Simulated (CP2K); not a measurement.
Runs of CP2K 2026.2 on Cu. Symmetry: Fm-3m, No. 225, cubic system. The conventional cell has a = 3.615 Å, b = 3.615 Å, c = 3.615 Å, α = 90.00°, β = 90.00°, γ = 90.00°. Cu (site symmetry m-3m) has 12 Cu at 2.56 Å as nearest neighbours. 

```tsv
task	level	potentials or basis	k mesh	smearing	EPS_DEFAULT	basis sets	potentials	ADDED_MOS	points a segment of the path (NPOINTS)	gap on the mesh (eV)	pressure (GPa)
band structure	PBEsol	POTENTIAL_UZH Cu GTH-PBE-q11; TZVP-MOLOPT-PBE-GTH basis	13 × 13 × 13	fermi-dirac 0.05 eV	1.0E-10	Cu TZVP-MOLOPT-PBE-GTH-q11	Cu GTH-PBE-q11 of POTENTIAL_UZH	[11]	6	none	(a)
band structure	LDA	GTH_POTENTIALS Cu GTH-PADE-q11; TZVP-MOLOPT-PBE-GTH basis	13 × 13 × 13	fermi-dirac 0.0259 eV	1.0E-10	Cu TZVP-MOLOPT-PBE-GTH-q11	Cu GTH-PADE-q11 of GTH_POTENTIALS	[11]	10	none	-10.1
single point	BP86+D3(BJ)	GTH_POTENTIALS Cu GTH-PBE-q11; SZV-MOLOPT-SR-GTH basis	10 × 10 × 10	fermi-dirac 0.05 eV	1.0E-10	Cu SZV-MOLOPT-SR-GTH-q11	Cu GTH-PBE-q11 of GTH_POTENTIALS	[3]	-	none	-7.3
band structure	r2SCAN	POTENTIAL_UZH Cu GTH-SCAN-q11; TZVP-MOLOPT-SCAN-GTH basis	13 × 13 × 13	fermi-dirac 0.05 eV	1.0E-9	Cu TZVP-MOLOPT-SCAN-GTH-q11	Cu GTH-SCAN-q11 of POTENTIAL_UZH	[11]	10	none	-4.9
```

Alike in all rows: no spin polarisation; cell as given.

Q: Estimate the missing entries.

A: (a) -4.8.

Caveats: the basis of atomic orbitals isn't converged, which shifts pressures, moduli and gaps; the potentials were made for another functional, which shifts forces and pressure (some runs); a minimal basis gives rough bond lengths, pressures and levels (some runs); pairwise dispersion overbinds metals, which lowers pressure and volume (some runs).

A k mesh can miss the band edges.

A gap of «none» marks a metal or a gap under the smearing width.

Not every run made on this cell is shown here.
